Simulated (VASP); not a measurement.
# BN (R3m) in VASP: further runs

The runs below take BN through single point, with PBEsol+D3(BJ).

Program: VASP 6.6.1. These are calculated values, not measurements. Logs are shortened: lines on timing, memory, paths and dates and some standing lists are left out, and cuts for length are marked.

### Step 1. The crystal as given

The structure is trigonal, space group R3m (No. 160). The conventional cell has a = 2.502 Å, b = 2.502 Å, c = 10.119 Å, α = 90.00°, β = 90.00°, γ = 120.00°. Around B (site symmetry 3m) lie 3 N at 1.44 Å. N (site symmetry 3m) is surrounded by 3 B at 1.44 Å.

The cell is a database's computed one.

### Step 2. Single point, PBEsol+D3(BJ)

Contents of INCAR:

```
SYSTEM = BN
PREC     = Accurate       ! precision mode
ENCUT    = 520            ! plane-wave cutoff, eV
EDIFF    = 1E-6           ! SCF threshold, eV
ISMEAR   = 0              ! smearing method
SIGMA    = 0.02           ! smearing width, eV
LREAL    = .FALSE.        ! projectors in reciprocal space
LASPH    = .TRUE.         ! aspherical terms in the spheres
NELM     = 100            ! most SCF steps
ALGO     = Fast           ! electronic algorithm
ISIF     = 2              ! what is computed and relaxed
LWAVE    = .FALSE.        ! write WAVECAR
LCHARG   = .FALSE.        ! write CHGCAR
GGA      = PS             ! functional
IVDW     = 12             ! dispersion correction
NBANDS   = 11             ! bands
```

Contents of KPOINTS:

```
Automatic mesh
0
G
  12 12 12
  0 0 0
```

Contents of POSCAR:

```
BN
1.0
    1.2511217832      0.7223354983      3.3729344033
   -1.2511217832      0.7223354983      3.3729344033
    0.0000000000     -1.4446709967      3.3729344033
B N
1 1
Direct
    0.9996712000      0.9996712000      0.9996712000
    0.3327618000      0.3327618000      0.3327618000
```

Potentials or basis: VASP PAW PBE potentials, release 64 (B, N).

Started as:

```sh
$ cat potpaw_PBE.64/B/POTCAR potpaw_PBE.64/N/POTCAR > POTCAR
$ mpirun -np 1 vasp_std > vasp.out
```

OUTCAR:

```text
SYSTEM = BN
   PREC = Accurate
   ENCUT = 520
   EDIFF = 1E-6
   ISMEAR = 0
   LREAL = .FALSE.
   LASPH = .TRUE.
   NELM = 100
   ISIF = 2
   GGA = PS
   IVDW = 12
 IVDW          = 12

 ion  position               nearest neighbor table
   1  1.000  1.000  1.000-   2 1.44   2 1.44   2 1.44
   2  0.333  0.333  0.333-   1 1.44   1 1.44   1 1.44

  LATTYP: Found a trigonal (rhomboedric) cell.
 ALAT       =     3.6692997666
 COS(alpha) =     0.7674786796

  Lattice vectors:

 A1 = (   1.2511217832,   0.7223354983,   3.3729344033)
 A2 = (  -1.2511217832,   0.7223354983,   3.3729344033)
 A3 = (   0.0000000000,  -1.4446709967,   3.3729344033)

Analysis of symmetry for initial positions (statically):
=====================================================================
 Subroutine PRICEL returns:
 Original cell was already a primitive cell.

 Routine SETGRP: Setting up the symmetry group for a
 trigonal (rhombohedral) supercell.

 Subroutine GETGRP returns: Found  6 space group operations
 (whereof  6 operations were pure point group operations)
 out of a pool of 12 trial point group operations.

The static configuration has the point symmetry C_3v.

Analysis of symmetry for dynamics (positions and initial velocities):
=====================================================================
 Subroutine PRICEL returns:
 Original cell was already a primitive cell.

 Routine SETGRP: Setting up the symmetry group for a
 trigonal (rhombohedral) supercell.

 Subroutine GETGRP returns: Found  6 space group operations
 (whereof  6 operations were pure point group operations)
 out of a pool of 12 trial point group operations.

The dynamic configuration has the point symmetry C_3v.

 Subroutine INISYM returns: Found  6 space group operations
 (whereof  6 operations are pure point group operations),
 and found     1 'primitive' translations

----------------------------------------------------------------------------------------

                                     Primitive cell

  volume of cell :      18.2893

  direct lattice vectors                    reciprocal lattice vectors
     1.251121783  0.722335498  3.372934403     0.399641351  0.230733042  0.098825916
    -1.251121783  0.722335498  3.372934403    -0.399641351  0.230733042  0.098825916
     0.000000000 -1.444670997  3.372934403     0.000000000 -0.461466083  0.098825916

  length of vectors
     3.669299767  3.669299767  3.669299767     0.471929558  0.471929558  0.471929558

  position of ions in fractional coordinates (direct lattice)
     0.999671200  0.999671200  0.999671200
     0.332761800  0.332761800  0.332761800

  ion indices of the primitive-cell ions
   primitive index   ion index
                 1           1
                 2           2

----------------------------------------------------------------------------------------

 KPOINTS: Automatic mesh

Automatic generation of k-mesh.
 Grid dimensions read from file:
 generate k-points for:   12   12   12

 Generating k-lattice:

  Cartesian coordinates                     Fractional coordinates (reciprocal lattice)
     0.033303446  0.019227753  0.008235493     0.083333333  0.000000000  0.000000000
    -0.033303446  0.019227753  0.008235493     0.000000000  0.083333333  0.000000000
     0.000000000 -0.038455507  0.008235493     0.000000000  0.000000000  0.083333333

  Length of vectors
     0.039327463  0.039327463  0.039327463

  Shift w.r.t. Gamma in fractional coordinates (k-lattice)
     0.000000000  0.000000000  0.000000000

 Subroutine IBZKPT returns following result:
 ===========================================

 Found    189 irreducible k-points:

 Following reciprocal coordinates:
            Coordinates               Weight
  0.000000  0.000000  0.000000      1.000000
  0.083333  0.000000 -0.000000      6.000000
  0.166667  0.000000  0.000000      6.000000
  0.250000  0.000000 -0.000000      6.000000
  0.333333 -0.000000 -0.000000      6.000000
  0.416667 -0.000000 -0.000000      6.000000
[... 16 lines left out ...]
  0.500000  0.166667  0.000000     12.000000
 -0.416667  0.166667  0.000000     12.000000
 [... further k-points ...]
   k-points           NKPTS =    189   k-points in BZ     NKDIM =    189   number of bands    NBANDS=     11
   number of dos      NEDOS =    301   number of ions     NIONS =      2
   total plane-waves  NPLWV =  21952
   dimension x,y,z NGX =    28 NGY =   28 NGZ =   28
   dimension x,y,z NGXF=    56 NGYF=   56 NGZF=   56
   ions per type =               1   1
   NGX,Y,Z   is equivalent  to a cutoff of  12.69, 12.69, 12.69 a.u.
   NGXF,Y,Z  is equivalent  to a cutoff of  25.37, 25.37, 25.37 a.u.
 SYSTEM =  BN
   PREC   = accura    normal or accurate (medium, high low for compatibility)
   ISTART =      0    job   : 0-new  1-cont  2-samecut
   ICHARG =      2    charge: 1-file 2-atom 10-const
   ISPIN  =      1    spin polarized calculation?
   LNONCOLLINEAR =      F non collinear calculations
   LSORBIT =      F    spin-orbit coupling
   LASPH  =      T    aspherical Exc in radial PAW
   ENCUT  =  520.0 eV  38.22 Ry    6.18 a.u.   6.82  6.82  6.82*2*pi/ulx,y,z
   NELM   =    100;   NELMIN=  2; NELMDL= -5     # of ELM steps
   EDIFF  = 0.1E-05   stopping-criterion for ELM
   LREAL  =      F    real-space projection
   EDIFFG = 0.1E-04   stopping-criterion for IOM
   NSW    =      0    number of steps for IOM
   IBRION =     -1    ionic relax: 0-MD 1-quasi-New 2-CG
   NFREE  =      0    steps in history (QN), initial steepest desc. (CG)
   ISIF   =      2    stress and relaxation
   ISYM   =      2    0-nonsym 1-usesym 2-fastsym
   POTIM  = 0.5000    time-step for ionic-motion
   TEBEG  =    0.0;   TEEND  =   0.0 temperature during run
   PSTRESS=    0.0 pullay stress
   NELECT =       8.0000    total number of electrons
   NUPDOWN=      -1.0000    fix difference up-down
   EMIN   =  10.00;   EMAX   =-10.00  energy-range for DOS
   EFERMI =   0.00;   METHOD = LEGACY
   ISMEAR =     0;   SIGMA  =   0.02  broadening in eV -4-tet -1-fermi 0-gaus
   EFERMI_NEDOS =   21; number of points for ismear=-14 and -15
   IALGO  =     68    algorithm
   IMIX   =      4    mixing-type and parameters
     AMIX     =   0.40;   BMIX     =  1.00
     AMIX_MAG =   1.60;   BMIX_MAG =  1.00
  volume/ion in A,a.u.               =       9.14        61.71
  Fermi-wavevector in a.u.,A,eV,Ry     =   1.242717  2.348395 21.012099  1.544346
  Thomas-Fermi vector in A             =   2.377059
   LORBIT       =      0    0 simple, 1 ext, 2 COOP (PROOUT), +10 PAW based schemes
   GGA     = PS    functional components
   LHFCALC =     F    Hartree Fock is set to
   AEXX    =    0.0000 exact exchange contribution
   IVDW    =    12    specifies the selected vdW correction
   LEPSILON=     F    determine dielectric tensor
   LRPA    =     F    only Hartree local field effects (RPA)
 non-spin polarized calculation
 RMM-DIIS sequential band-by-band and
 Gauss-broadening in eV      SIGMA  =   0.02
  energy-cutoff  :      520.00
  volume of cell :       18.29
 maximum number of plane-waves:       517
   NGX = 13   NGY = 13   NGZ = 13

 number of electron       8.0000000 magnetization

 Free energy of the ion-electron system (eV)
  ---------------------------------------------------
  ext. energy  EPLUGINS =         0.00000000
  ---------------------------------------------------
  free energy    TOTEN  =       -18.28456273 eV

  energy without entropy =      -18.28456273  energy(sigma->0) =      -18.28456273

 E-fermi :   2.2443     XC(G=0): -10.2084

 val. band max:        2.0485084927   @ k =  -0.3333   0.3333   0.0000
 cond. band min:       6.2264334424   @ k =   0.5000   0.5000  -0.0000
 fundamental gap:      4.1779249496
 Fermi energy:         2.2442855763

 k-point     1 :       0.0000    0.0000    0.0000
  band No.  band energies     occupation
      1     -15.6883      2.00000
      2      -2.1554      2.00000
      3       0.7878      2.00000
      4       0.7878      2.00000
      5       7.0182      0.00000
      6      13.6897      0.00000
      7      13.6897      0.00000
      8      15.1651      0.00000
      9      16.7694      0.00000
     10      27.7328      0.00000
     11      29.7586      0.00000

 k-point     2 :       0.0833    0.0000   -0.0000
  band No.  band energies     occupation
      1     -15.5497      2.00000
      2      -2.0063      2.00000
      3       0.2180      2.00000
      4       0.5286      2.00000
      5       7.3007      0.00000
      6      13.6101      0.00000
      7      14.2851      0.00000
      8      14.6929      0.00000
      9      17.2088      0.00000
     10      27.7921      0.00000
     11      28.2062      0.00000

 k-point     3 :       0.1667    0.0000    0.0000
  band No.  band energies     occupation
      1     -15.1418      2.00000
      2      -1.5734      2.00000
      3      -1.2011      2.00000
      4      -0.1019      2.00000
      5       8.0448      0.00000
      6      13.3544      0.00000
      7      13.5336      0.00000
      8      15.9021      0.00000
      9      18.2565      0.00000
     10      25.0513      0.00000
     11      27.4258      0.00000
[... 267 lines left out ...]
 k-point    23 :       0.5000    0.1667    0.0000
  band No.  band energies     occupation
      1     -12.5453      2.00000
      2      -6.0502      2.00000
      3      -3.1874      2.00000
      4       1.1112      2.00000
      5       7.7717      0.00000
      6      13.4097      0.00000
      7      15.2289      0.00000
      8      17.0878      0.00000
      9      19.2505      0.00000
     10      22.2895      0.00000
     11      25.3117      0.00000

 k-point    24 :      -0.4167    0.1667    0.0000
  band No.  band energies     occupation
      1     -12.2097      2.00000
      2      -6.5652      2.00000
      3      -3.3583      2.00000
      4       1.7264      2.00000
      5       7.1644      0.00000
      6      13.4626      0.00000
      7      15.4398      0.00000
      8      16.2845      0.00000
      9      19.6374      0.00000
     10      22.9601      0.00000
     11      25.0678      0.00000

 [... further k-points ...]

------------------------ aborting loop because EDIFF is reached ----------------------------------------

 Edisp (eV)   -0.19880

 E8    (eV) :    -0.0992

  FORCE on cell =-STRESS in cart. coord.  units (eV):
  Direction    XX          YY          ZZ          XY          YZ          ZX
  --------------------------------------------------------------------------------------
  -------------------------------------------------------------------------------------
  Total      -0.04322    -0.04322    -0.16905     0.00000     0.00000    -0.00000
  in kB      -3.78574    -3.78574   -14.80889     0.00000     0.00000    -0.00000
  external pressure =       -7.46 kB  Pullay stress =        0.00 kB

 VOLUME and BASIS-vectors are now :
 -----------------------------------------------------------------------------
  energy-cutoff  :      520.00
  volume of cell :       18.29
      direct lattice vectors                 reciprocal lattice vectors
     1.251121783  0.722335498  3.372934403     0.399641351  0.230733042  0.098825916
    -1.251121783  0.722335498  3.372934403    -0.399641351  0.230733042  0.098825916
     0.000000000 -1.444670997  3.372934403     0.000000000 -0.461466083  0.098825916

 POSITION                                       TOTAL-FORCE (eV/Angst)
 -----------------------------------------------------------------------------------
      0.00000     -0.00000     10.11548         0.000000      0.000000     -0.002599
      0.00000     -0.00000      3.36715         0.000000     -0.000000      0.002599
 -----------------------------------------------------------------------------------
    total drift:                               -0.000000     -0.000000     -0.000135

  FREE ENERGIE OF THE ION-ELECTRON SYSTEM (eV)
  ---------------------------------------------------
  free  energy   TOTEN  =       -18.4833641628 eV

  energy  without entropy=      -18.4833641628  energy(sigma->0) =      -18.48336416
```

It took 50 s on 1 thread of Intel Xeon Platinum 8488C (Sapphire Rapids), shared host; peak memory 0.18 GiB.

Results:

```yaml
Free_energy: -18.4834 eV
Pressure: -0.7 GPa
Band_gap_on_the_k_mesh: 4.18 eV, indirect (least direct gap 4.63 eV)
Dispersion_energy_per_atom: -0.099 eV
```

Forces on the atoms (eV/Å):
```
B    0.000  0.000 -0.003
N    0.000  0.000  0.003
```

Levels at points of the mesh, in eV from the valence-band top:
| k point | band 1 | band 2 | band 3 | band 4 | band 5 | band 6 | band 7 | band 8 |
| --- | --- | --- | --- | --- | --- | --- | --- | --- |
| (0.00, 0.00, 0.00) | -17.74 | -4.20 | -1.26 | -1.26 | 4.97 | 11.64 | 11.64 | 13.12 |
| (0.50, 0.00, 0.00) | -14.52 | -8.94 | -4.06 | -0.60 | 5.21 | 9.86 | 12.87 | 14.85 |
| (0.50, 0.50, 0.00) | -14.45 | -8.82 | -4.12 | -1.19 | 4.18 | 9.85 | 14.06 | 17.39 |
| (0.50, 0.50, 0.50) | -17.47 | -6.21 | -1.28 | -1.28 | 9.98 | 11.57 | 11.57 | 12.23 |

Caveat: the PAW data sets were made with another functional, which shifts forces and pressure a little. A k mesh can miss the band edges.

[end of part 1 of 2]
